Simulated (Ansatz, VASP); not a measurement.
**CdTe in VASP and in Ansatz**

The input INCAR:

```
PREC = Accurate
ENCUT = 520
EDIFF = 1E-6
ISMEAR = -1
SIGMA = 0.02
LREAL = F
LASPH = T
NELM = 100
ALGO = Normal
ISIF = 2
LWAVE = F
LCHARG = F
GGA = PE
NBANDS = 16
```

The input KPOINTS:

```
regular mesh
0
Gamma
  6 6 6
```

File POSCAR:

```
CdTe
1.0
    0.0000000000      3.2799551157      3.2799551157
    3.3553940834      0.0000000000      3.2799551157
    3.3553940834      3.2799551157      0.0000000000
Cd Te
1 1
Direct
    0.0000000000      0.0000000000      0.0000000000
    0.2500000000      0.2500000000      0.2500000000
```

Input for Ansatz:

```yaml
crystal:
  lattice:
    - [0.0, 3.2799551157, 3.2799551157]
    - [3.3553940834, 0.0, 3.2799551157]
    - [3.3553940834, 3.2799551157, 0.0]
  atoms:
    - { symbol: Cd, position: [0.0, 0.0, 0.0] }
    - { symbol: Te, position: [0.25, 0.25, 0.25] }
kpoints:
  mp_grid: { grid: [6, 6, 6] }
  band_path:
    path:
      - [0.0, 0.0, 0.0]
      - [-0.5, -0.5, 0.0]
      - [-0.375, -0.375, 0.25]
      - [-0.375, 0.0, 0.375]
      - [0.0, 0.0, 0.5]
      - [-0.5, -0.25, 0.25]
    npoints: 1
hamiltonian:
  xc: pbe
scf:
  occupations: { method: fermi_dirac, width: 0.02 }
  n_extra_bands: 4
output:
  forces: true
  stress: true
  eigenvalues: true
```

Change from the starting cell: uniaxial_x strain +2.3%.

Alike in both runs: task single point; functional PBE; k mesh 6 × 6 × 6; occupations fermi-dirac, width 0.02 eV; no spin polarisation.

|  | VASP | Ansatz |
| --- | --- | --- |
| version | VASP 6.6.1 | Ansatz 0.2.0 |
| potentials or method | VASP PAW PBE potentials, release 64 (Cd, Te) | plane waves, PAW |
| plane-wave cutoff (eV) | 520 | 420 |
| valence electrons in the cell | 18 | 36 |

Ansatz gave:

* pressure (GPa): 0.1
* largest component of the traceless stress (GPa): 0.26

Question: Which values does VASP return?

Answer: Pressure (GPa): 0.3; largest component of the traceless stress (GPa): 0.26.

The two sets of potentials don't hold the same shells in valence.

Caveats: spin-orbit coupling is left out, which moves the levels of the heavy elements.
